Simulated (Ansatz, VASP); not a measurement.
# One calculation of BiTe, two programs

File INCAR:

```
PREC = Accurate
ENCUT = 520
EDIFF = 1E-6
ISMEAR = 0
SIGMA = 0.05
LREAL = False
LASPH = True
NELM = 60
ALGO = Normal
ISIF = 2
LWAVE = False
LCHARG = True
GGA = PE
LELF = True
LVHAR = True
NBANDS = 18
```

The input KPOINTS:

```
regular mesh
0
Gamma
  10 10 10
```

POSCAR

```
BiTe
1.0
    3.8604168546      0.0000000000      0.0000000000
    0.0000000000      3.8604168546      0.0000000000
    0.0000000000      0.0000000000      3.8604168546
Bi Te
1 1
Direct
    0.0000000000      0.0000000000      0.0000000000
    0.5000000000      0.5000000000      0.5000000000
```

Input for Ansatz:

```yaml
crystal:
  lattice:
    - [3.8604168546, 0.0, 0.0]
    - [0.0, 3.8604168546, 0.0]
    - [0.0, 0.0, 3.8604168546]
  atoms:
    - { symbol: Bi, position: [0.0, 0.0, 0.0] }
    - { symbol: Te, position: [0.5, 0.5, 0.5] }
basis:
  ecutwfc: 420
  ecutrho_ratio: 4
kpoints:
  mp_grid: { grid: [10, 10, 10] }
hamiltonian:
  xc: pbe
scf:
  occupations: { method: gaussian, width: 0.05 }
output:
  forces: true
  stress: true
  eigenvalues: true
```

Alike in both runs: task single point; functional PBE; k mesh 10 × 10 × 10; occupations gaussian, width 0.05 eV; no spin polarisation.

|  | VASP | Ansatz |
| --- | --- | --- |
| version | VASP 6.6.1 | Ansatz 0.2.0 |
| potentials or method | VASP PAW PBE potentials, release 64 (Bi_d, Te) | scalar-relativistic, plane waves, PAW |
| plane-wave cutoff (eV) | 520 | 420 |
| valence electrons in the cell | 21 | 31 |

```csv
,VASP,Ansatz,Ansatz less VASP
gap on the k mesh at the Fermi level (eV),none,none,-
pressure (GPa),2.5,2.6,+0.08
```

A gap of «none» marks a metal or a gap that the smearing closes. The two sets of potentials don't hold the same shells in valence.

Caveats: spin-orbit coupling is left out, which moves the levels of the heavy elements.
